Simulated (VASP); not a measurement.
Write the native input for VASP 6.6.1 that does the following.

```
Task                   : relaxation of cell and atoms
Functional             : PBEsol
Dispersion             : rVV10
Potentials or basis    : VASP PAW PBE potentials, release 64 (H)
Cutoff                 : 600 eV
k mesh                 : 10 × 10 × 26
Occupations            : fermi-dirac, width 0.05 eV
Spin                   : no spin polarisation
Further INCAR settings : ALGO = Normal; EDIFF = 1e-06; IBRION = 2; EDIFFG = -0.02; NSW = 60; ISIF = 3
```

The structure of H lies in POSCAR:

```
H
1.0
    2.6496387389      0.0000000000      0.0000000000
    0.0000000000      2.6496387389      0.0000000000
    0.0000000000      0.0000000000      0.9804929200
H
1
Direct
    0.0000000000      0.0000000000      0.5000000000
```

One way to write it, as run:

INCAR

```
PREC = Accurate
ENCUT = 600
EDIFF = 1E-6
ISMEAR = -1
SIGMA = 0.05
LREAL = False
LASPH = True
NELM = 60
ALGO = Normal
ISIF = 3
LWAVE = False
LCHARG = False
GGA = PS
LUSE_VDW = True
IVDW_NL = 2
BPARAM = 20.0
CPARAM = 0.0093
IBRION = 2
NSW = 60
EDIFFG = -0.02
```

KPOINTS

```
Automatic mesh
0
Gamma
  10 10 26
```

Potentials or basis: VASP PAW PBE potentials, release 64 (H).

Launch:

```console
$ cat potpaw_PBE.64/H/POTCAR > POTCAR
$ mpirun -np 1 vasp_std > vasp.out
```

Results of the run:

| Item | Value |
| --- | --- |
| Relaxed volume | 7.86 Å³/atom |
| Relaxed cell | a = 2.818 Å, b = 2.818 Å, c = 0.989 Å, α = 90.00°, β = 90.00°, γ = 90.00° |
| Space group after relaxing (to 0.05 Å) | P4/mmm (No. 123) |
| Energy gained by relaxing | 5.0 meV/atom |
| Ionic steps | 6 |
| Pressure after relaxing | 0.2 GPa |
| Band gap on the k mesh | none (metal or under the smearing width) |

Caveat: the PAW data sets were made with another functional, which shifts forces and pressure a little.

It took 18 s on 1 thread of AMD EPYC 9R45 96-Core Processor (Zen 5), with other jobs on the host, peak memory 0.12 GiB.
